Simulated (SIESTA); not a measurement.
Ge:

```xyz
2
Lattice="0.0000 2.8289 2.8289 2.8289 0.0000 2.8289 2.8289 2.8289 0.0000" Properties=species:S:1:pos:R:3 pbc="T T T"
Ge    4.2434    4.2434    4.2434
Ge    2.8289    2.8289    2.8289
```

```yaml
Program: SIESTA 5.4.2
Task: relaxation of cell and atoms
Functional: xPBE
Potentials_or_basis: SPMS 1.0 NC or PseudoDojo by element (PBE files)
Basis: DZ (energy shift 0.002 Ry)
Grid_cutoff: 800 Ry
Energy_shift: 0.002 Ry
k_mesh: 8 × 8 × 8
Occupations: fermi-dirac, width 0.05 eV
Spin: no spin polarisation
```

At the start: pressure 8.8 GPa; volume 22.64 Å³/atom.

**Question.** Where does the relaxation end?

**Answer.** Over 4 steps the energy falls by 72.9 meV/atom and the volume is 25.67 Å³/atom (+13.4 %); space group Fd-3m (No. 227, to 0.05 Å).

Step by step:
| step | energy change (eV) | largest force (eV/Å) | pressure (GPa) | volume (Å³) |
| --- | --- | --- | --- | --- |
| 1 | 0.0000 | 0.0001 | 8.77 | 45.28 |
| 2 | -0.0146 | 0.0000 | 8.20 | 45.56 |
| 3 | -0.1411 | 0.0001 | 1.44 | 50.11 |
| 4 | -0.1459 | 0.0000 | 0.03 | 51.34 |

Final structure:
```cif
data_structure
_symmetry_space_group_name_H-M 'P 1'
_symmetry_Int_Tables_number 1
_cell_length_a 4.1718
_cell_length_b 4.1718
_cell_length_c 4.1718
_cell_angle_alpha 59.999
_cell_angle_beta 59.999
_cell_angle_gamma 59.999
_cell_volume 51.34
loop_
_atom_site_label
_atom_site_type_symbol
_atom_site_fract_x
_atom_site_fract_y
_atom_site_fract_z
_atom_site_occupancy
Ge1 Ge 0.75000 0.75000 0.75000 1
Ge2 Ge 0.50000 0.50000 0.50000 1
```

Caveat: the basis has no polarisation orbitals; semicore shells carry a single zeta, which can move pressures by several GPa and volumes by a few percent; the potentials were made for another functional, which shifts forces and pressure; the basis of atomic orbitals isn't converged, which shifts pressures, moduli and gaps.
